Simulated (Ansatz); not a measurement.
**Two Ansatz runs on Si**

The cell is built from the sc type as a first guess.

First run: DFT, PBE, PAW with Ansatz's default frozen-core files, scalar-relativistic (Ansatz 0.2.0).

Command: `ansatz run input.yaml --threads 1 --pin off --max-ram 2048MiB --backend cpu --events-out ev --progress --plain --runs-dir out` The run took about 7.3 s on 1 thread of a shared machine.

```yaml
crystal:
  lattice:
    - [2.391212326, 0.0, 0.0]
    - [0.0, 2.391212326, 0.0]
    - [0.0, 0.0, 2.391212326]
  atoms:
    - { symbol: Si, position: [0.0, 0.0, 0.0] }
kpoints:
  mp_grid: { grid: [14, 14, 14] }
scf:
  occupations: { method: fermi_dirac, width: 0.03 }
hamiltonian:
  xc: pbe
  pseudopotentials: { kind: paw }
output:
  forces: true
  stress: true
relax:
  f_tol: 0.005
  max_steps: 80
  cell: {}
```

Result: converged; relaxed volume 16.240 Å³/atom; 29 SCF iterations in all.

The input is then changed:

```diff
@@ -9,5 +9,5 @@
   mp_grid: { grid: [14, 14, 14] }
 scf:
-  occupations: { method: fermi_dirac, width: 0.03 }
+  occupations: { method: gaussian, width: 0.025 }
 hamiltonian:
   xc: pbe
@@ -17,6 +17,7 @@
   stress: true
 relax:
-  f_tol: 0.005
+  f_tol: 0.001
   max_steps: 80
   cell: {}
+  max_displacement: 0.05
```

Problem. Predict the outcome of the changed run.

Solution. It converged; energy at zero smearing -0.1 meV/atom from the first run; relaxed volume 16.235 Å³/atom; 33 SCF iterations in all.
